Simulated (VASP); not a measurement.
# Cu (P6_3/mmc) in VASP: a series of runs

One crystal, Cu, is run at these levels: PBE; tasks: relaxation of cell and atoms, single point, relaxation of shape and atoms at fixed volume.

Program: VASP 6.6.1. These are calculated values, not measurements. Logs are shortened: lines on timing, memory, paths and dates and some standing lists are left out, and cuts for length are marked.

### 1 Starting point

The structure is hexagonal, space group P6_3/mmc (No. 194). The conventional cell has a = 2.534 Å, b = 2.534 Å, c = 4.113 Å, α = 90.00°, β = 90.00°, γ = 120.00°. Around Cu (site symmetry -6m2) lie 12 Cu at 2.52 to 2.53 Å.

This isn't the form of Cu at room conditions, which is fcc.

### 2 Relaxation of cell and atoms, PBE

The input, INCAR:

```
PREC = Accurate
ENCUT = 600
EDIFF = 1E-6
ISMEAR = 0
SIGMA = 0.1
LREAL = False
LASPH = True
NELM = 100
ALGO = Normal
ISIF = 3
LWAVE = False
LCHARG = False
GGA = PE
IBRION = 2
NSW = 100
EDIFFG = -0.005
```

The input, KPOINTS:

```
regular mesh
0
Gamma
  18 18 10
```

The input, POSCAR:

```
Cu
1.0
    2.5340966698      0.0000000000      0.0000000000
   -1.2670483349      2.1945920917      0.0000000000
    0.0000000000      0.0000000000      4.1125710000
Cu
2
Direct
    0.3333333300      0.6666666700      0.2500000000
    0.6666666700      0.3333333300      0.7500000000
```

Potentials or basis: VASP PAW PBE potentials, release 64 (Cu).

Command:

```console
$ cat potpaw_PBE.64/Cu/POTCAR > POTCAR
$ mpirun -np 1 vasp_std > vasp.out
```

OUTCAR:

```text
PREC = Accurate
   ENCUT = 600
   EDIFF = 1E-6
   ISMEAR = 0
   LREAL = False
   LASPH = True
   NELM = 100
   ISIF = 3
   GGA = PE
   IBRION = 2
   NSW = 100
   EDIFFG = -0.005

 ion  position               nearest neighbor table
   1  0.333  0.667  0.250-   2 2.52   2 2.52   2 2.52   2 2.52   2 2.52   2 2.52
   2  0.667  0.333  0.750-   1 2.52   1 2.52   1 2.52   1 2.52   1 2.52   1 2.52

  LATTYP: Found a hexagonal cell.
 ALAT       =     2.5340966698
 C/A-ratio  =     1.6228942838

  Lattice vectors:

 A1 = (   2.5340966698,   0.0000000000,   0.0000000000)
 A2 = (  -1.2670483349,   2.1945920917,   0.0000000000)
 A3 = (   0.0000000000,   0.0000000000,   4.1125710000)

Analysis of symmetry for initial positions (statically):
=====================================================================
 Subroutine PRICEL returns:
 Original cell was already a primitive cell.

 Routine SETGRP: Setting up the symmetry group for a
 hexagonal supercell.

 Subroutine GETGRP returns: Found 24 space group operations
 (whereof 12 operations were pure point group operations)
 out of a pool of 24 trial point group operations.

The static configuration has the point symmetry D_3d.
 The point group associated with its full space group is D_6h.

Analysis of symmetry for dynamics (positions and initial velocities):
=====================================================================
 Subroutine PRICEL returns:
 Original cell was already a primitive cell.

 Routine SETGRP: Setting up the symmetry group for a
 hexagonal supercell.

 Subroutine GETGRP returns: Found 24 space group operations
 (whereof 12 operations were pure point group operations)
 out of a pool of 24 trial point group operations.

The dynamic configuration has the point symmetry D_3d.
 The point group associated with its full space group is D_6h.

 Subroutine INISYM returns: Found 24 space group operations
 (whereof 12 operations are pure point group operations),
 and found     1 'primitive' translations

----------------------------------------------------------------------------------------

                                     Primitive cell

  volume of cell :      22.8713

  direct lattice vectors                    reciprocal lattice vectors
     2.534096670  0.000000000  0.000000000     0.394617937  0.227832772  0.000000000
    -1.267048335  2.194592092  0.000000000     0.000000000  0.455665544  0.000000000
     0.000000000  0.000000000  4.112571000     0.000000000  0.000000000  0.243156896

  length of vectors
     2.534096670  2.534096670  4.112571000     0.455665544  0.455665544  0.243156896

  position of ions in fractional coordinates (direct lattice)
     0.333333330  0.666666670  0.250000000
     0.666666670  0.333333330  0.750000000

  ion indices of the primitive-cell ions
   primitive index   ion index
                 1           1
                 2           2

----------------------------------------------------------------------------------------

 KPOINTS: regular mesh

Automatic generation of k-mesh.
 Grid dimensions read from file:
 generate k-points for:   18   18   10

 Generating k-lattice:

  Cartesian coordinates                     Fractional coordinates (reciprocal lattice)
     0.021923219  0.012657376  0.000000000     0.055555556 -0.000000000  0.000000000
     0.000000000  0.025314752  0.000000000     0.000000000  0.055555556  0.000000000
     0.000000000  0.000000000  0.024315690     0.000000000  0.000000000  0.100000000

  Length of vectors
     0.025314752  0.025314752  0.024315690

  Shift w.r.t. Gamma in fractional coordinates (k-lattice)
     0.000000000  0.000000000  0.000000000

 Subroutine IBZKPT returns following result:
 ===========================================

 Found    222 irreducible k-points:

 Following reciprocal coordinates:
            Coordinates               Weight
  0.000000  0.000000  0.000000      1.000000
  0.055556 -0.000000  0.000000      6.000000
  0.111111 -0.000000  0.000000      6.000000
  0.166667 -0.000000  0.000000      6.000000
  0.222222 -0.000000  0.000000      6.000000
  0.277778  0.000000  0.000000      6.000000
[... 16 lines left out ...]
  0.333333  0.111111  0.000000     12.000000
  0.388889  0.111111  0.000000     12.000000
 [... further k-points ...]
   k-points           NKPTS =    222   k-points in BZ     NKDIM =    222   number of bands    NBANDS=     15
   number of dos      NEDOS =    301   number of ions     NIONS =      2
   total plane-waves  NPLWV =  14400
   dimension x,y,z NGX =    20 NGY =   20 NGZ =   36
   dimension x,y,z NGXF=    40 NGYF=   40 NGZF=   72
   ions per type =               2
   NGX,Y,Z   is equivalent  to a cutoff of  13.12, 13.12, 14.55 a.u.
   NGXF,Y,Z  is equivalent  to a cutoff of  26.24, 26.24, 29.11 a.u.
 SYSTEM =  unknown system
   PREC   = accura    normal or accurate (medium, high low for compatibility)
   ISTART =      0    job   : 0-new  1-cont  2-samecut
   ICHARG =      2    charge: 1-file 2-atom 10-const
   ISPIN  =      1    spin polarized calculation?
   LNONCOLLINEAR =      F non collinear calculations
   LSORBIT =      F    spin-orbit coupling
   LASPH  =      T    aspherical Exc in radial PAW
   ENCUT  =  600.0 eV  44.10 Ry    6.64 a.u.   5.06  5.06  8.21*2*pi/ulx,y,z
   NELM   =    100;   NELMIN=  2; NELMDL= -5     # of ELM steps
   EDIFF  = 0.1E-05   stopping-criterion for ELM
   LREAL  =      F    real-space projection
   EDIFFG = -.5E-02   stopping-criterion for IOM
   NSW    =    100    number of steps for IOM
   IBRION =      2    ionic relax: 0-MD 1-quasi-New 2-CG
   NFREE  =      1    steps in history (QN), initial steepest desc. (CG)
   ISIF   =      3    stress and relaxation
   ISYM   =      2    0-nonsym 1-usesym 2-fastsym
   POTIM  = 0.5000    time-step for ionic-motion
   TEBEG  =    0.0;   TEEND  =   0.0 temperature during run
   PSTRESS=    0.0 pullay stress
   NELECT =      22.0000    total number of electrons
   NUPDOWN=      -1.0000    fix difference up-down
   EMIN   =  10.00;   EMAX   =-10.00  energy-range for DOS
   EFERMI =   0.00;   METHOD = LEGACY
   ISMEAR =     0;   SIGMA  =   0.10  broadening in eV -4-tet -1-fermi 0-gaus
   EFERMI_NEDOS =   21; number of points for ismear=-14 and -15
   IALGO  =     38    algorithm
   IMIX   =      4    mixing-type and parameters
     AMIX     =   0.40;   BMIX     =  1.00
     AMIX_MAG =   1.60;   BMIX_MAG =  1.00
  volume/ion in A,a.u.               =      11.44        77.17
  Fermi-wavevector in a.u.,A,eV,Ry     =   1.616041  3.053874 35.532800  2.611587
  Thomas-Fermi vector in A             =   2.710691
   LORBIT       =      0    0 simple, 1 ext, 2 COOP (PROOUT), +10 PAW based schemes
   GGA     = PE    functional components
   LHFCALC =     F    Hartree Fock is set to
   AEXX    =    0.0000 exact exchange contribution
   IVDW    =     0    specifies the selected vdW correction
   LEPSILON=     F    determine dielectric tensor
   LRPA    =     F    only Hartree local field effects (RPA)
 conjugate gradient relaxation of ions
 non-spin polarized calculation
 Gauss-broadening in eV      SIGMA  =   0.10
  energy-cutoff  :      600.00
  volume of cell :       22.87
 maximum number of plane-waves:       780
   NGX = 11   NGY = 11   NGZ = 17

--------------------------------------- Ionic step        1  -------------------------------------------

 number of electron      21.9999991 magnetization

 Free energy of the ion-electron system (eV)
  ---------------------------------------------------
  ext. energy  EPLUGINS =         0.00000000
  ---------------------------------------------------
  free energy    TOTEN  =        -7.40960403 eV

  energy without entropy =       -7.40520829  energy(sigma->0) =       -7.40740616

------------------------ aborting loop because EDIFF is reached ----------------------------------------

  FORCE on cell =-STRESS in cart. coord.  units (eV):
  Direction    XX          YY          ZZ          XY          YZ          ZX
  --------------------------------------------------------------------------------------
  -------------------------------------------------------------------------------------
  Total        1.0963644      1.0963644      1.2675033      0.0000000      0.0000000     -0.0000000
  in kB       76.8024542     76.8024542     88.7910707      0.0000000      0.0000000     -0.0000000
  external PRESSURE =      80.7986597 kB  Pullay stress =       0.0000000 kB
[... 165 lines left out ...]
  energy  without entropy=       -7.4325958387  energy(sigma->0) =       -7.43502303

--------------------------------------- Ionic step        6  -------------------------------------------

 number of electron      22.0000014 magnetization

 Free energy of the ion-electron system (eV)
  ---------------------------------------------------
  ext. energy  EPLUGINS =         0.00000000
  ---------------------------------------------------
  free energy    TOTEN  =        -7.43747064 eV

  energy without entropy =       -7.43256676  energy(sigma->0) =       -7.43501870

 E-fermi :   7.3012     XC(G=0): -12.6163

 val. band max:        7.2800435535   @ k =   0.2222   0.2222   0.5000
 cond. band min:       7.3206387297   @ k =   0.3333   0.1667   0.3000
 fundamental gap:      0.0405951762
 Fermi energy:         7.3011693242

 k-point     1 :       0.0000    0.0000    0.0000
  band No.  band energies     occupation
      1      -1.8544      2.00000
      2       2.3826      2.00000
      3       4.3835      2.00000
      4       4.4447      2.00000
      5       4.4447      2.00000
      6       4.6457      2.00000
      7       4.6457      2.00000
      8       4.9174      2.00000
      9       4.9174      2.00000
     10       5.6418      2.00000
     11       5.6418      2.00000
     12       6.4099      2.00000
     13      11.0207      0.00000
     14      28.5499      0.00000
     15      28.8012      0.00000
[... 397 lines left out ...]
 k-point    24 :       0.3889    0.1111    0.0000
  band No.  band energies     occupation
      1       2.6534      2.00000
      2       3.0677      2.00000
      3       3.1924      2.00000
      4       4.1063      2.00000
      5       4.3149      2.00000
      6       4.4731      2.00000
      7       4.6801      2.00000
      8       5.6197      2.00000
      9       5.7311      2.00000
     10       5.7383      2.00000
     11       7.0850      1.99777
     12      10.1221      0.00000
     13      14.6898      0.00000
     14      15.0707      0.00000
     15      17.7858      0.00000

 [... further k-points ...]

------------------------ aborting loop because EDIFF is reached ----------------------------------------

  FORCE on cell =-STRESS in cart. coord.  units (eV):
  Direction    XX          YY          ZZ          XY          YZ          ZX
  --------------------------------------------------------------------------------------
  -------------------------------------------------------------------------------------
  Total       -0.0042440     -0.0042440     -0.0046604      0.0000000      0.0000000      0.0000000
  in kB       -0.2824991     -0.2824991     -0.3102158      0.0000000      0.0000000      0.0000000
  external PRESSURE =      -0.2917380 kB  Pullay stress =       0.0000000 kB
[... 17 lines left out ...]
  FREE ENERGIE OF THE ION-ELECTRON SYSTEM (eV)
  ---------------------------------------------------
  free  energy   TOTEN  =        -7.4374706445 eV

  energy  without entropy=       -7.4325667599  energy(sigma->0) =       -7.43501870

 reached required accuracy - stopping structural energy minimisation
```

It took 1.8 min on 1 thread of Intel Xeon 6975P-C (Granite Rapids), shared host; peak memory 0.2 GiB.

Results:

* Free energy: -7.4375 eV
* Relaxed volume: 12.03 Å³/atom
* Relaxed cell: a = 2.573 Å, b = 2.573 Å, c = 4.200 Å, α = 90.00°, β = 90.00°, γ = 120.00°
* Space group after relaxing (to 0.05 Å): P6_3/mmc (No. 194)
* Energy gained by relaxing: 13.9 meV/atom
* Ionic steps: 6
* Pressure after relaxing: 0.0 GPa
* Band gap on the k mesh: none (metal or under the smearing width)

The path:
| step | energy change (eV) | largest force (eV/Å) | pressure (GPa) | volume (Å³) |
| --- | --- | --- | --- | --- |
| 1 | 0.0000 | 0.0000 | 8.08 | 22.87 |
| 2 | -0.0179 | 0.0000 | -4.04 | 24.83 |
| 3 | -0.0278 | 0.0000 | 0.06 | 24.05 |
| 4 | -0.0278 | 0.0000 | -0.07 | 24.07 |
| 5 | -0.0278 | 0.0000 | -0.04 | 24.07 |
| 6 | -0.0279 | 0.0000 | -0.03 | 24.07 |

Final structure:
```yaml
crystal:
  lattice:
    - [2.57251, 0.00000, 0.00000]
    - [-1.28625, 2.22786, 0.00000]
    - [0.00000, 0.00000, 4.19979]
  atoms:
    - { symbol: Cu, position: [0.33333, 0.66667, 0.25000] }
    - { symbol: Cu, position: [0.66667, 0.33333, 0.75000] }
```

### 3 Single point, PBE

This run uses another cell than the first one, of 12.33 Å³/atom, 1.079 times its volume.

The input, INCAR:

```
SYSTEM = Cu
PREC = Accurate ; ENCUT = 520
EDIFF = 1E-6 ; ISMEAR = 0
SIGMA = 0.1 ; LREAL = .FALSE.
LASPH = .TRUE. ; NELM = 100
ALGO = Fast ; ISIF = 2
LWAVE = .FALSE. ; LCHARG = .TRUE.
GGA = PE ; LELF = .TRUE.
LVHAR = .TRUE. ; NBANDS = 18
```

The input, KPOINTS:

```
Automatic mesh
0
G
  18 18 10
  0 0 0
```

The input, POSCAR:

```
Cu
1.0
    2.5934378718      0.0000000000      0.0000000000
   -1.2967189359      2.2459830801      0.0000000000
    0.0000000000      0.0000000000      4.2350509387
Cu
2
Direct
    0.3333333333      0.6666666667      0.2500000000
    0.6666666667      0.3333333333      0.7500000000
```

Potentials or basis: VASP PAW PBE potentials, release 64 (Cu).

Command:

```console
$ cat potpaw_PBE.64/Cu/POTCAR > POTCAR
$ mpirun -np 1 vasp_std > vasp.out
```

It took 38 s on 1 thread of Intel Xeon 6975P-C (Granite Rapids), shared host; peak memory 0.19 GiB.

It converged, with:

* Free energy: -7.4314 eV
* Pressure: -2.7 GPa
* Band gap on the k mesh: none (metal or under the smearing width)

Levels at points of the mesh, in eV from the Fermi level:
| k point | band 7 | band 8 | band 9 | band 10 | band 11 | band 12 | band 13 | band 14 | band 15 | band 16 |
| --- | --- | --- | --- | --- | --- | --- | --- | --- | --- | --- |
| (0.00, 0.00, 0.00) | -2.59 | -2.33 | -2.33 | -1.63 | -1.63 | -0.82 | 3.59 | 21.05 | 21.14 | 21.14 |
| (0.50, 0.00, 0.00) | -2.56 | -1.55 | -1.51 | -1.45 | 0.06 | 1.52 | 7.61 | 7.92 | 10.45 | 10.59 |
| (0.00, 0.00, 0.50) | -2.83 | -2.83 | -1.84 | -1.84 | -1.84 | -1.84 | 12.14 | 12.14 | 21.73 | 21.73 |
| (0.50, 0.00, 0.50) | -1.78 | -1.78 | -1.49 | -1.49 | 0.59 | 0.59 | 4.65 | 4.65 | 15.71 | 15.71 |

### 4 Relaxation of shape and atoms at fixed volume, PBE

This run uses another cell than the first one, of 12.33 Å³/atom, 1.079 times its volume.

The input, INCAR:

```
SYSTEM = Cu
PREC = Accurate
ENCUT = 600
EDIFF = 1E-6
ISMEAR = 0
SIGMA = 0.1
LREAL = .False.
LASPH = .True.
NELM = 100
ALGO = Fast
ISIF = 4
LWAVE = .False.
LCHARG = .False.
GGA = PE
IBRION = 2
NSW = 50
EDIFFG = -0.01
```

The input, KPOINTS:

```
regular mesh
0
Gamma
  18 18 10
  0 0 0
```

POSCAR is that of step 3.

Command:

```console
$ cat potpaw_PBE.64/Cu/POTCAR > POTCAR
$ mpirun -np 1 vasp_std > vasp.out
```

It took 35 s on 1 thread of Intel Xeon 6975P-C (Granite Rapids), shared host; peak memory 0.21 GiB.

The run converged. Its results:

```yaml
Free_energy: -7.4314 eV
Pressure_after_relaxing: -2.4 GPa
Band_gap_on_the_k_mesh: none (metal or under the smearing width)
```

Final structure:
```cif
data_structure
_symmetry_space_group_name_H-M 'P 1'
_symmetry_Int_Tables_number 1
_cell_length_a 2.5934
_cell_length_b 2.5934
_cell_length_c 4.2351
_cell_angle_alpha 90.000
_cell_angle_beta 90.000
_cell_angle_gamma 120.000
_cell_volume 24.67
loop_
_atom_site_label
_atom_site_type_symbol
_atom_site_fract_x
_atom_site_fract_y
_atom_site_fract_z
_atom_site_occupancy
Cu1 Cu 0.33333 0.66667 0.25000 1
Cu2 Cu 0.66667 0.33333 0.75000 1
```

Levels at points of the mesh, in eV from the Fermi level:
```
           k point  band 7  band 8  band 9  band 10  band 11  band 12  band 13  band 14  band 15
(0.00, 0.00, 0.00)   -2.59   -2.33   -2.33    -1.64    -1.64    -0.82     3.59    21.15    21.19
(0.50, 0.00, 0.00)   -2.56   -1.55   -1.51    -1.45     0.06     1.52     7.61     7.92    10.59
(0.00, 0.00, 0.50)   -2.83   -2.83   -1.84    -1.84    -1.84    -1.84    12.14    12.14    21.74
(0.50, 0.00, 0.50)   -1.78   -1.78   -1.49    -1.49     0.59     0.59     4.65     4.65    15.71
```

Caveat: the relaxation stopped at its first step, so nothing moved.

### 5 Single point, PBE (the database's cell and atoms)

The input, INCAR:

```
SYSTEM = Cu
PREC = Accurate
ENCUT = 520
EDIFF = 1E-7
ISMEAR = 0
SIGMA = 0.1
LREAL = .FALSE.
LASPH = .TRUE.
NELM = 100
ALGO = Fast
ISIF = 2
LWAVE = .FALSE.
LCHARG = .FALSE.
GGA = PE
NBANDS = 18
```

The input, KPOINTS:

```
regular mesh
0
G
  18 18 10
  0 0 0
```

The input, POSCAR:

```
Cu
1.0
    2.5340966698      0.0000000000      0.0000000000
   -1.2670483349      2.1945920917      0.0000000000
    0.0000000000      0.0000000000      4.1125710000
Cu
2
Direct
    0.3333333300      0.6666666700      0.2500000000
    0.6666666700      0.3333333300      0.7500000000
```

Command:

```console
$ cat potpaw_PBE.64/Cu/POTCAR > POTCAR
$ mpirun -np 1 vasp_std > vasp.out
```

Wall time 47 s (1 thread of Intel Xeon 6975P-C (Granite Rapids), shared host); peak memory 0.18 GiB.

Results (log left out):

| Property | Result |
| --- | --- |
| Free energy | -7.4095 eV |
| Pressure | 7.8 GPa |
| Band gap on the k mesh | none (metal or under the smearing width) |

Stress tensor (GPa, compression positive):
```
7.42 0.00 0.00
0.00 7.42 0.00
0.00 0.00 8.62
```

Levels at points of the mesh, in eV from the Fermi level:
```
           k point  band 9  band 10  band 11  band 12  band 13  band 14
(0.00, 0.00, 0.00)   -2.51    -1.71    -1.71    -0.98     4.06    21.58
(0.50, 0.00, 0.00)   -1.56    -1.52     0.04     1.65     7.99     8.42
(0.00, 0.00, 0.50)   -1.95    -1.95    -1.95    -1.95    12.94    12.94
(0.50, 0.00, 0.50)   -1.56    -1.56     0.51     0.51     5.05     5.05
```

### 6 Summary

| task | cell | cutoff (eV) | gap on the mesh (eV) | pressure (GPa) |
| --- | --- | --- | --- | --- |
| relaxation of cell and atoms | relaxed | 600 | none | 0.0 |
| single point | P6_3/mmc, 12.33 Å³/atom | 520 | none | -2.7 |
| relaxation of shape and atoms at fixed volume | relaxed at fixed volume | 600 | none | -2.4 |
| single point | the database's cell and atoms | 520 | none | 7.8 |

Alike in all rows: level PBE; potentials or basis VASP PAW PBE potentials, release 64 (Cu); no spin polarisation; k mesh 18 × 18 × 10; smearing gaussian 0.1 eV.

Caveats: the relaxation stopped at its first step, so nothing moved (some runs).

Absolute energies hang on the potentials; compare differences alone.
